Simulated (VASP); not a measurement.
# MgO (Fm-3m) in VASP: further runs

The runs below take MgO through relaxation of cell and atoms, molecular dynamics, with HSE03, PBE+TS-HI.

Everything below comes from runs of VASP 6.6.1. Logs are shortened: lines on timing, memory, paths and dates and some standing lists are left out, and cuts for length are marked.

## 1. The structure

It takes space group Fm-3m (No. 225, cubic). The conventional cell has a = 4.194 Å, b = 4.194 Å, c = 4.194 Å, α = 90.00°, β = 90.00°, γ = 90.00°. Around Mg (site symmetry m-3m) lie 6 O at 2.10 Å. O (site symmetry m-3m) has 6 Mg at 2.10 Å as nearest neighbours.

The cell is a database's computed one.

## 2. Relaxation of cell and atoms, HSE03

Input file POSCAR:

```
MgO
1.0
    0.0000000000      2.0970013927      2.0970013927
    2.0970013927      0.0000000000      2.0970013927
    2.0970013927      2.0970013927      0.0000000000
Mg O
1 1
Direct
    0.0000000000      0.0000000000      0.0000000000
    0.5000000000      0.5000000000      0.5000000000
```

Input file INCAR.step1:

```
SYSTEM = MgO
ALGO = Normal ; EDIFF = 1E-5
ENCUT = 600 ; GGA = PE
ISMEAR = -1 ; LASPH = .True.
LCHARG = .False. ; LREAL = .False.
LWAVE = .True. ; NELM = 100
PREC = Accurate ; SIGMA = 0.05
```

Input file INCAR.step2:

```
SYSTEM = MgO
ALGO = Normal ; EDIFF = 1E-6
EDIFFG = -0.02 ; ENCUT = 600
GGA = PE ; HFSCREEN = 0.3
IBRION = 2 ; ISIF = 3
ISMEAR = -1 ; ISTART = 1
LASPH = .True. ; LCHARG = .False.
LHFCALC = .True. ; LREAL = .False.
LWAVE = .False. ; NELM = 100
NSW = 60 ; PREC = Accurate
PRECFOCK = Normal ; SIGMA = 0.05
```

Input file KPOINTS:

```
k-points
0
Gamma
  6 6 6
  0 0 0
```

Potentials or basis: VASP PAW PBE potentials, release 64 (Mg, O).

Run with:

```bash
$ cat potpaw_PBE.64/Mg/POTCAR potpaw_PBE.64/O/POTCAR > POTCAR
$ cp INCAR.step1 INCAR
$ mpirun -np 1 vasp_std > vasp.out
$ cp INCAR.step2 INCAR
$ mpirun -np 1 vasp_std > vasp.out
```

OUTCAR:

```text
SYSTEM = MgO
   EDIFF = 1E-6
   EDIFFG = -0.02
   ENCUT = 600
   GGA = PE
   HFSCREEN = 0.3
   IBRION = 2
   ISIF = 3
   ISMEAR = -1
   ISTART = 1
   LASPH = .True.
   LHFCALC = .True.
   LREAL = .False.
   NELM = 100
   NSW = 60
   PREC = Accurate
   PRECFOCK = Normal

 ion  position               nearest neighbor table
   1  0.000  0.000  0.000-   2 2.10   2 2.10   2 2.10   2 2.10   2 2.10   2 2.10
   2  0.500  0.500  0.500-   1 2.10   1 2.10   1 2.10   1 2.10   1 2.10   1 2.10

  LATTYP: Found a face centered cubic cell.
 ALAT       =     4.1940027854

  Lattice vectors:

 A1 = (   0.0000000000,   2.0970013927,   2.0970013927)
 A2 = (   2.0970013927,   0.0000000000,   2.0970013927)
 A3 = (   2.0970013927,   2.0970013927,   0.0000000000)

Analysis of symmetry for initial positions (statically):
=====================================================================
 Subroutine PRICEL returns:
 Original cell was already a primitive cell.

 Routine SETGRP: Setting up the symmetry group for a
 face centered cubic supercell.

 Subroutine GETGRP returns: Found 48 space group operations
 (whereof 48 operations were pure point group operations)
 out of a pool of 48 trial point group operations.

The static configuration has the point symmetry O_h .

Analysis of symmetry for dynamics (positions and initial velocities):
=====================================================================
 Subroutine PRICEL returns:
 Original cell was already a primitive cell.

 Routine SETGRP: Setting up the symmetry group for a
 face centered cubic supercell.

 Subroutine GETGRP returns: Found 48 space group operations
 (whereof 48 operations were pure point group operations)
 out of a pool of 48 trial point group operations.

The dynamic configuration has the point symmetry O_h .

 Subroutine INISYM returns: Found 48 space group operations
 (whereof 48 operations are pure point group operations),
 and found     1 'primitive' translations

----------------------------------------------------------------------------------------

                                     Primitive cell

  volume of cell :      18.4428

  direct lattice vectors                    reciprocal lattice vectors
     0.000000000  2.097001393  2.097001393    -0.238435702  0.238435702  0.238435702
     2.097001393  0.000000000  2.097001393     0.238435702 -0.238435702  0.238435702
     2.097001393  2.097001393  0.000000000     0.238435702  0.238435702 -0.238435702

  length of vectors
     2.965607810  2.965607810  2.965607810     0.412982751  0.412982751  0.412982751

  position of ions in fractional coordinates (direct lattice)
     0.000000000  0.000000000  0.000000000
     0.500000000  0.500000000  0.500000000

  ion indices of the primitive-cell ions
   primitive index   ion index
                 1           1
                 2           2

----------------------------------------------------------------------------------------

 KPOINTS: k-points

Automatic generation of k-mesh.
 Grid dimensions read from file:
 generate k-points for:    6    6    6

 Generating k-lattice:

  Cartesian coordinates                     Fractional coordinates (reciprocal lattice)
    -0.039739284  0.039739284  0.039739284     0.166666667  0.000000000  0.000000000
     0.039739284 -0.039739284  0.039739284     0.000000000  0.166666667  0.000000000
     0.039739284  0.039739284 -0.039739284     0.000000000  0.000000000  0.166666667

  Length of vectors
     0.068830458  0.068830458  0.068830458

[... 57 lines left out ...]
   EMIN   =  10.00;   EMAX   =-10.00  energy-range for DOS
   EFERMI =   0.00;   METHOD = LEGACY
   ISMEAR =    -1;   SIGMA  =   0.05  broadening in eV -4-tet -1-fermi 0-gaus
   EFERMI_NEDOS =   21; number of points for ismear=-14 and -15
   IALGO  =     38    algorithm
   IMIX   =      1    mixing-type and parameters
     AMIX     =   0.40;   BMIX     =  1.00
     AMIX_MAG =   1.60;   BMIX_MAG =  1.00
  volume/ion in A,a.u.               =       9.22        62.23
  Fermi-wavevector in a.u.,A,eV,Ry     =   1.239261  2.341864 20.895389  1.535768
  Thomas-Fermi vector in A             =   2.373752
   LORBIT       =      0    0 simple, 1 ext, 2 COOP (PROOUT), +10 PAW based schemes
   GGA     = PE    functional components
   LHFCALC =     T    Hartree Fock is set to
   PRECFOCK=normal    Normal, Fast or Accurate (Low or Medium for compatibility)
   ENCUT4O =  -1.0   cutoff for four orbital integrals eV
   NKREDX  =     1    reduce k-point grid by
   NKREDY  =     1    reduce k-point grid by
   NKREDZ  =     1    reduce k-point grid by
   AEXX    =    0.2500 exact exchange contribution
   HFSCREEN=    0.3000 screening length (either q_TF or 0.3 A-1)
   HFSCREENC=   0.3000 screening length for correlation (either q_TF or 0.3 A-1)
   ENCUTFOCK=  -1.0 apply spherical cutoff to Coloumb kernel
   IVDW    =     0    specifies the selected vdW correction
   LEPSILON=     F    determine dielectric tensor
   LRPA    =     F    only Hartree local field effects (RPA)
 conjugate gradient relaxation of ions
 non-spin polarized calculation
  energy-cutoff  :      600.00
  volume of cell :       18.44
 maximum number of plane-waves:       636
  NGX = 18; NGY = 18; NGZ = 18

--------------------------------------- Ionic step        1  -------------------------------------------

 number of electron       8.0000004 magnetization

 Free energy of the ion-electron system (eV)
  ---------------------------------------------------
  ext. energy  EPLUGINS =         0.00000000
  ---------------------------------------------------
  free energy    TOTEN  =       -13.97026343 eV

  energy without entropy =      -13.97026343  energy(sigma->0) =      -13.97026343

------------------------ aborting loop because EDIFF is reached ----------------------------------------

  FORCE on cell =-STRESS in cart. coord.  units (eV):
  Direction    XX          YY          ZZ          XY          YZ          ZX
  --------------------------------------------------------------------------------------
  -------------------------------------------------------------------------------------
  Total        0.0588670      0.0588670      0.0588670      0.0000000      0.0000000     -0.0000000
  in kB        5.1139448      5.1139448      5.1139448      0.0000000      0.0000000     -0.0000000
  external PRESSURE =       5.1139448 kB  Pullay stress =       0.0000000 kB

 VOLUME and BASIS-vectors are now :
 -----------------------------------------------------------------------------
  energy-cutoff  :      600.00
  volume of cell :       18.44
      direct lattice vectors                 reciprocal lattice vectors
     0.000000000  2.097001393  2.097001393    -0.238435702  0.238435702  0.238435702
     2.097001393  0.000000000  2.097001393     0.238435702 -0.238435702  0.238435702
     2.097001393  2.097001393  0.000000000     0.238435702  0.238435702 -0.238435702

 POSITION                                       TOTAL-FORCE (eV/Angst)
 -----------------------------------------------------------------------------------
      0.00000      0.00000      0.00000         0.000000     -0.000000      0.000000
      2.09700      2.09700      2.09700        -0.000000      0.000000     -0.000000
 -----------------------------------------------------------------------------------
    total drift:                                0.000420      0.000446      0.000449

  FREE ENERGIE OF THE ION-ELECTRON SYSTEM (eV)
  ---------------------------------------------------
  free  energy   TOTEN  =       -13.9702634327 eV

  energy  without entropy=      -13.9702634327  energy(sigma->0) =      -13.97026343

--------------------------------------- Ionic step        2  -------------------------------------------

 number of electron       8.0000004 magnetization

 Free energy of the ion-electron system (eV)
  ---------------------------------------------------
  ext. energy  EPLUGINS =         0.00000000
  ---------------------------------------------------
  free energy    TOTEN  =       -13.97033995 eV

  energy without entropy =      -13.97033995  energy(sigma->0) =      -13.97033995

 E-fermi :   3.2004     XC(G=0):  -9.2778

 val. band max:        2.1548218059   @ k =   0.0000   0.0000   0.0000
 cond. band min:       8.4382668880   @ k =   0.0000   0.0000   0.0000
 fundamental gap:      6.2834450820
 Fermi energy:         3.2004151451

 k-point     1 :       0.0000    0.0000    0.0000
  band No.  band energies     occupation
      1     -16.6677      2.00000
      2       2.1548      2.00000
      3       2.1548      2.00000
      4       2.1548      2.00000
      5       8.4383      0.00000
      6      19.6798      0.00000
      7      19.6798      0.00000
      8      19.6798      0.00000
[... 155 lines left out ...]
 k-point    16 :      -0.3333    0.5000    0.1667
  band No.  band energies     occupation
      1     -14.9865      2.00000
      2      -1.6575      2.00000
      3      -0.2494      2.00000
      4       0.3622      2.00000
      5      14.3401      0.00000
      6      15.3585      0.00000
      7      16.5708      0.00000
      8      20.6729      0.00000

------------------------ aborting loop because EDIFF is reached ----------------------------------------

  FORCE on cell =-STRESS in cart. coord.  units (eV):
  Direction    XX          YY          ZZ          XY          YZ          ZX
  --------------------------------------------------------------------------------------
  -------------------------------------------------------------------------------------
  Total       -0.0203406     -0.0203406     -0.0203406     -0.0000000     -0.0000000      0.0000000
  in kB       -1.7595438     -1.7595438     -1.7595438     -0.0000000     -0.0000000      0.0000000
  external PRESSURE =      -1.7595438 kB  Pullay stress =       0.0000000 kB

 VOLUME and BASIS-vectors are now :
 -----------------------------------------------------------------------------
  energy-cutoff  :      600.00
  volume of cell :       18.52
      direct lattice vectors                 reciprocal lattice vectors
     0.000000000  2.099979028  2.099979028    -0.238097616  0.238097616  0.238097616
     2.099979028  0.000000000  2.099979028     0.238097616 -0.238097616  0.238097616
     2.099979028  2.099979028 -0.000000000     0.238097616  0.238097616 -0.238097616

 POSITION                                       TOTAL-FORCE (eV/Angst)
 -----------------------------------------------------------------------------------
      2.09998      2.09998     -0.00000        -0.000000     -0.000000      0.000000
      2.09998      2.09998      2.09998         0.000000      0.000000     -0.000000
 -----------------------------------------------------------------------------------
    total drift:                               -0.000096     -0.000129     -0.000129

  FREE ENERGIE OF THE ION-ELECTRON SYSTEM (eV)
  ---------------------------------------------------
  free  energy   TOTEN  =       -13.9703399484 eV

  energy  without entropy=      -13.9703399484  energy(sigma->0) =      -13.97033995

 reached required accuracy - stopping structural energy minimisation
```

Run time: 4.4 min. Hardware: 1 thread of Intel Xeon 6975P-C (Granite Rapids), shared host; peak memory 0.25 GiB.

What came out:

| Item | Value |
| --- | --- |
| Free energy | -13.9703 eV |
| Relaxed volume | 9.26 Å³/atom |
| Relaxed cell | a = 2.970 Å, b = 2.970 Å, c = 2.970 Å, α = 60.00°, β = 60.00°, γ = 60.00° |
| Space group after relaxing (to 0.05 Å) | Fm-3m (No. 225) |
| Energy gained by relaxing | 0.0 meV/atom |
| Ionic steps | 2 |
| Pressure after relaxing | -0.2 GPa |
| Band gap on the k mesh | 6.28 eV, direct |

Final structure:
```xyz
2
Lattice="0.0000 2.1000 2.1000 2.1000 0.0000 2.1000 2.1000 2.1000 0.0000" Properties=species:S:1:pos:R:3 pbc="T T T"
Mg    2.1000    2.1000    0.0000
O     2.1000    2.1000    2.1000
```

Levels at points of the mesh, in eV from the valence-band top:
```csv
k point,band 1,band 2,band 3,band 4,band 5,band 6,band 7,band 8
"(0.00, 0.00, 0.00)",-18.82,0.00,0.00,0.00,6.28,17.52,17.52,17.52
"(0.50, 0.00, 0.00)",-17.46,-4.93,-0.71,-0.71,9.47,14.67,18.13,18.13
"(0.50, 0.50, 0.00)",-17.18,-4.38,-1.47,-1.47,10.61,11.67,15.16,21.21
```

Caveat: the k mesh is coarse (spacing up to 0.43 Å⁻¹), so the values aren't converged, least of all with exact exchange; the PAW data sets were made with another functional, which shifts forces and pressure a little.

## 3. Molecular dynamics, PBE+TS-HI

This run uses another cell than the first one: it holds 16 atoms, not 2.

Input file INCAR:

```
PREC = Normal ; ENCUT = 420
EDIFF = 1E-5 ; ISMEAR = 2
SIGMA = 0.2 ; LREAL = Auto
LASPH = True ; NELM = 100
ALGO = Fast ; ISIF = 2
LWAVE = False ; LCHARG = False
GGA = PE ; IVDW = 21
IBRION = 0 ; NSW = 30
POTIM = 1 ; TEBEG = 700
TEEND = 700 ; ISYM = 0
NELMIN = 4 ; RANDOM_SEED = 62715 0 0
MDALGO = 2 ; SMASS = 1
```

Input file KPOINTS:

```
Automatic mesh
0
Gamma
  1 1 1
```

Input file POSCAR:

```
MgO
1.0
    0.0000000000      4.1940027854      4.1940027854
    4.1940027854      0.0000000000      4.1940027854
    4.1940027854      4.1940027854      0.0000000000
Mg O
8 8
Cartesian
    0.0000000000      0.0000000000      0.0000000000
    2.0970013927      2.0970013927      0.0000000000
    2.0970013927      0.0000000000      2.0970013927
    4.1940027854      2.0970013927      2.0970013927
    0.0000000000      2.0970013927      2.0970013927
    2.0970013927      4.1940027854      2.0970013927
    2.0970013927      2.0970013927      4.1940027854
    4.1940027854      4.1940027854      4.1940027854
    2.0970013927      2.0970013927      2.0970013927
    4.1940027854      4.1940027854      2.0970013927
    4.1940027854      2.0970013927      4.1940027854
    6.2910041781      4.1940027854      4.1940027854
    2.0970013927      4.1940027854      4.1940027854
    4.1940027854      6.2910041781      4.1940027854
    4.1940027854      4.1940027854      6.2910041781
    6.2910041781      6.2910041781      6.2910041781
```

Potentials or basis: VASP PAW PBE potentials, release 64 (Mg_pv, O).

Run with:

```bash
$ cat potpaw_PBE.64/Mg_pv/POTCAR potpaw_PBE.64/O/POTCAR > POTCAR
$ mpirun -np 1 vasp_std > vasp.out
```

Run time: 12 min. Hardware: 1 thread of Intel Xeon Platinum 8559C (Emerald Rapids), shared host; peak memory 0.2 GiB.

The run converged, but some of its settings lie outside the range that counts as converged (typed here: ISMEAR = 2; SIGMA = 0.2; k = 1 × 1 × 1), so its numbers aren't taken as properties of the crystal.

Results:

```
Hirshfeld charges          : Mg +0.39; O -0.39 e
Dispersion energy per atom : -0.087 eV
```

Caveat: the k mesh is coarse (spacing up to 1.30 Å⁻¹), so the values aren't converged; the cutoff is under 1.25 times the usual one of these potentials, so pressure, stress and relaxed cells hold a basis-set (Pulay) error.

## 4. The reference run

An earlier run on the cell as given: functional PBE; potentials or basis VASP PAW PBE potentials, release 64 (Mg, O); cutoff 520 eV; k mesh 11 × 11 × 11; occupations fermi-dirac, width 0.05 eV; no spin polarisation.

- Pressure: 6.2 GPa
- Band gap on the k mesh: 4.85 eV, direct
